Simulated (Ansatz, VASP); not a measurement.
# Two plane-wave programs on NiO

File INCAR:

```
PREC = Accurate ; ENCUT = 520
EDIFF = 1E-6 ; ISMEAR = 0
SIGMA = 0.1 ; LREAL = False
LASPH = True ; NELM = 100
ALGO = Fast ; ISIF = 2
LWAVE = False ; LCHARG = False
ISPIN = 2 ; MAGMOM = 1 0
LORBIT = 11 ; LMAXMIX = 4
GGA = RP
```

File KPOINTS:

```
regular mesh
0
Gamma
  11 11 11
```

The input POSCAR:

```
NiO
1.0
    0.0000000000      2.0859016414      2.0859016414
    2.0859016414      0.0000000000      2.0859016414
    2.0859016414      2.0859016414      0.0000000000
Ni O
1 1
Direct
    0.0000000000      0.0000000000      0.0000000000
    0.5000000000      0.5000000000      0.5000000000
```

The input input.yaml:

```yaml
crystal:
  lattice:
    - [0.0, 2.0859016414, 2.0859016414]
    - [2.0859016414, 0.0, 2.0859016414]
    - [2.0859016414, 2.0859016414, 0.0]
  atoms:
    - { symbol: Ni, position: [0.0, 0.0, 0.0], spin: 1.0 }
    - { symbol: O, position: [0.5, 0.5, 0.5] }
hamiltonian:
  xc: rpbe
  pseudopotentials: { kind: paw }
magnetization:
  spin_polarized: true
kpoints:
  mp_grid: { grid: [11, 11, 11] }
scf:
  occupations: { method: gaussian, width: 0.1 }
output:
  forces: true
  stress: true
  eigenvalues: true
```

Alike in both runs: task single point; functional RPBE; k mesh 11 × 11 × 11; occupations gaussian, width 0.1 eV; collinear spin, ferromagnetic start.

|  | VASP | Ansatz |
| --- | --- | --- |
| version | VASP 6.6.1 | Ansatz 0.2.0 |
| potentials or method | VASP PAW PBE potentials, release 64 (Ni, O) | Ansatz PAW |
| plane-wave cutoff (eV) | 520 | 420 |
| valence electrons in the cell | 16 | 24 |

Ansatz gave:

```
gap on the k mesh at the Fermi level (eV)                     : none
pressure (GPa)                                                : 13.3
net moment per atom (μB)                                      : 0.92
size of the moment on the site where the two differ most (μB) : 0.30
```

Task: What did VASP give for the same quantities?

Result: gap on the k mesh at the Fermi level (eV): none; pressure (GPa): 12.9; net moment per atom (μB): 0.90; size of the moment on the site where the two differ most (μB): 0.28.

Site moments also hang on the region over which each program counts them. A gap of «none» marks a metal or a gap that the smearing closes. With one functional, cell and mesh, what is left measures potentials, basis and numerics. The two sets of potentials don't hold the same shells in valence.

Caveats: a cell with one magnetic atom can't hold antiferromagnetic order, which such compounds often take; semilocal functionals often make such compounds metallic where correlation or magnetic order opens a gap, which also shifts bond lengths; the PAW data sets were made with another functional, which shifts forces and pressure a little (VASP); the pressure holds a Pulay correction of +0.7 GPa for the finite cutoff (Ansatz); the PAW data sets come from PBE, with cores solved anew for the run's functional, which leaves a small shift of forces and pressure (Ansatz). With open d or f shells a metallic result of RPBE can be an artefact of self-interaction; +U or a hybrid may open a gap.
